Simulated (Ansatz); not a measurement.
# LiBr

**What was measured.** A cell as deposited of cubic LiBr (space group Fm-3m), temperature not stated, from the Crystallography Open Database (1963), has a = 5.501 Å and 20.81 Å³/atom.

Level of theory: DFT, PBE, scalar-relativistic, no spin polarisation; plane waves to 420 eV with PAW datasets (Ansatz 0.2.0), 10×10×10 k-mesh, Gaussian smearing of 0.05 eV; PAW files: Ansatz's generated set soft_2.

```
CELL_PARAMETERS angstrom
0.00000 2.75548 2.75548
2.75548 0.00000 2.75548
2.75548 2.75548 0.00000
ATOMIC_POSITIONS crystal
Li 0.00000 0.00000 0.00000
Br 0.50000 0.50000 0.50000
```

The chain of runs began from a cell as deposited in COD, expanded in volume. Of that entry: the entry's cell lengths or inner coordinates differ somewhat from later room-temperature determinations.

The cell above was scaled in volume, its shape and atoms being fixed by the lattice's symmetry. Energies are counted from the cell above.

The cell is relaxed to zero pressure at this level.

| V (Å³/atom) | ΔE (meV/atom) | P (GPa) | gap on the mesh (eV) |
| --- | --- | --- | --- |
| 20.08 | 2.9 | 1.15 | 5.09 |
| 20.50 | 0.7 | 0.54 | 5.00 |
| 20.92 | 0.0 | 0.00 | 4.91 |
| 21.34 | ? | ? | ? |
| 21.76 | 2.5 | -0.93 | 4.75 |

Question: Fill in the withheld row.

Answer: ΔE (meV/atom): 0.6, P (GPa): -0.49, gap on the mesh (eV): 4.83.

Question: What do the points give for the equilibrium volume, the bulk modulus and its pressure derivative (third-order Birch–Murnaghan)?

Answer: V0 = 20.92 Å³/atom, B0 = 26 GPa, B0′ = 4.4.

B0·V0 = 25.7 GPa × 20.92 Å³ = 3.36 eV/atom sets the scale: near the minimum ΔE ≈ ½ B0 V0 x², with x = V/V0 − 1, and a pressure of 0.26 GPa squeezes the volume by about 1 %. At the ends of the curve: x = −4.0 % predicts 2.7 meV/atom and the run gives 2.9; x = +4.0 % predicts 2.7 meV/atom and the run gives 2.5. The curve is steeper than the parabola on the compressed side and flatter on the expanded side: the bulk modulus rises with pressure.

**Against experiment.** PBE gives 5.511 Å and 20.92 Å³/atom, +0.5 % in volume (+0.2 % in length) from the database's cell. Agreement this close is partly luck: the calculation is for a static lattice, the crystal has zero-point motion and thermal expansion, roughly 2.3 to 5.8 % in volume at 300 K (room temperature assumed) by Grüneisen's rule, γ·3k_BT/(B0·V0) with γ of 1 to 2.5.

Kohn–Sham gaps of semilocal functionals lie under measured ones, often by a third or more.
